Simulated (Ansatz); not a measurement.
The cell is the one relaxed in the Materials Project (mp-20736), not relaxed further here; entries there can be hypothetical. The listed cell was then made from it by scaling, straining or moving an atom.

An input for Ce: DFT, LDA, all-electron LAPW, scalar-relativistic (Ansatz 0.2.0).

Command: `ansatz run input.yaml --threads 1 --pin off --max-ram 3072MiB --backend cpu --events-out ev --progress --plain --runs-dir out` The run took about 30 s on 1 thread of a shared machine.

```yaml
crystal:
  lattice:
    - [3.1844562779, 0.0, 0.0]
    - [-1.592228139, 2.7578200339, 0.0]
    - [0.0, 0.0, 5.9050029484]
  atoms:
    - { symbol: Ce, position: [0.3333333333, 0.6666666667, 0.25] }
    - { symbol: Ce, position: [0.6666666667, 0.3333333333, 0.75] }
kpoints:
  mp_grid: { grid: [15, 15, 7] }
scf:
  occupations: { method: fermi_dirac, width: 0.05 }
hamiltonian:
  xc: lda
  pseudopotentials: { kind: all_electron, lapw: { basis_error: 0.00025 } }
output:
  forces: true
  stress: true
  eigenvalues: true
```

Set-up and iterations as logged by Ansatz (the results part is left out, to be predicted):

```
LAPW: plane waves up to 7.522 Å⁻¹, error target 2.5e-4 eV per atom; small_component_spin mean_spin; Ce in spheres of 1.592 Å, 30 of its electrons in bands, Dirac shells []
band count auto-derived: 48 (N_el = 60.0; filled up to band 30; 36 by the electrons, moments and atoms)
Engine: ansatz 0.2.0
Pseudopotentials: kind: all_electron
Pseudopotential: Ce, LAPW, valence charge 30, Koelling and Harmon's equation, gaussian nucleus
Functional definition: SPW92
  exchange = slater_x
  correlation = pw_c
Crystal: 2 atoms, lattice volume = 51.859 Å³
Basis set: ecut = 215.58623707432992 eV, 375 PW (Γ), exchange–correlation at level 2
Bands: 48, of which v1, the nominal top of the filled ones, is band 30 counted from 1 (29 counted from 0)
Symmetry: 24 space group operations
Space group: P63/mmc (ITA 194), of the structure as read, at distance tolerance 3.7e-5 Å
k-points: 108 of 1575
Non-local potential: Ce, projectors of the file, none
Initial density: superposition of atomic densities (chi_scale 0.1, normalization cell)
Initial wavefunctions: plane waves of lowest kinetic energy (no species holds an atomic orbital)
Functional: x = slater, c = lda
iter 1 solved again at ethr=3.04e-4 eV; its pass at ethr=1.00e-1 eV (dr2=1.82e-1 eV) is discarded
SCF iter   1: F=—  HF=-481843.911418 eV  |F-HF|=—  |Δ(HF+E_count)|=         —  Δρ=1.96e-2  dr2=1.83e-1  ethr=3.04e-4  ⟨swp⟩=2.5  Hψ=32227  notcnv=0
SCF iter   2: F=—  HF=-481847.449080 eV  |F-HF|=—  |Δ(HF+E_count)|=    3.54e0  Δρ=5.20e-2  dr2=1.38e0  ethr=3.04e-4  ⟨swp⟩=3.0  Hψ=17386  notcnv=0  recentre
SCF iter   3: F=—  HF=-481842.971629 eV  |F-HF|=—  |Δ(HF+E_count)|=    4.48e0  Δρ=1.12e-2  dr2=6.78e-2  ethr=3.04e-4  ⟨swp⟩=3.0  Hψ=17929  notcnv=0
SCF iter   4: F=—  HF=-481842.783926 eV  |F-HF|=—  |Δ(HF+E_count)|=   1.88e-1  Δρ=5.57e-3  dr2=2.51e-2  ethr=1.13e-4  ⟨swp⟩=2.0  Hψ=16000  notcnv=0
SCF iter   5: F=—  HF=-481842.772365 eV  |F-HF|=—  |Δ(HF+E_count)|=         —  Δρ=3.29e-3  dr2=9.58e-3  ethr=4.18e-5  ⟨swp⟩=2.0  Hψ=15013  notcnv=0
the basis was enlarged: its passes take 1.3 MiB over the memory plan, 1 of 1 planned eigensolver slots
SCF iter   6: F=—  HF=-481842.774710 eV  |F-HF|=—  |Δ(HF+E_count)|=   2.35e-3  Δρ=2.72e-3  dr2=4.56e-3  ethr=1.60e-5  ⟨swp⟩=2.0  Hψ=15153  notcnv=0
SCF iter   7: F=—  HF=-481842.759797 eV  |F-HF|=—  |Δ(HF+E_count)|=   1.49e-2  Δρ=1.01e-3  dr2=8.80e-4  ethr=7.59e-6  ⟨swp⟩=2.0  Hψ=15097  notcnv=0
iter 8 solved again at ethr=4.60e-8 eV; its pass at ethr=1.47e-6 eV (dr2=2.76e-5 eV) is discarded
SCF iter   8: F=—  HF=-481842.758905 eV  |F-HF|=—  |Δ(HF+E_count)|=   8.92e-4  Δρ=2.63e-4  dr2=2.76e-5  ethr=4.60e-8  ⟨swp⟩=2.0  Hψ=24927  notcnv=0
SCF iter   9: F=—  HF=-481842.758739 eV  |F-HF|=—  |Δ(HF+E_count)|=   1.66e-4  Δρ=1.72e-4  dr2=1.18e-5  ethr=4.60e-8  ⟨swp⟩=2.0  Hψ=15156  notcnv=0
SCF iter  10: F=—  HF=-481842.758645 eV  |F-HF|=—  |Δ(HF+E_count)|=   9.45e-5  Δρ=3.73e-5  dr2=4.08e-7  ethr=1.97e-8  ⟨swp⟩=2.1  Hψ=15166  notcnv=0
SCF iter  11: F=-481842.758640 eV  HF=-481842.758640 eV  |F-HF|=4.94e-8  |Δ(HF+E_count)|=   5.12e-6  Δρ=4.87e-6  dr2=1.65e-8  ethr=6.79e-10  ⟨swp⟩=2.8  Hψ=15349  notcnv=0
```

Semilocal functionals without a Hubbard term describe localised f shells poorly; where the shell is localised, the real material differs.

Question: What pressure will this run report?

Answer: -5.20 GPa (positive in compression).
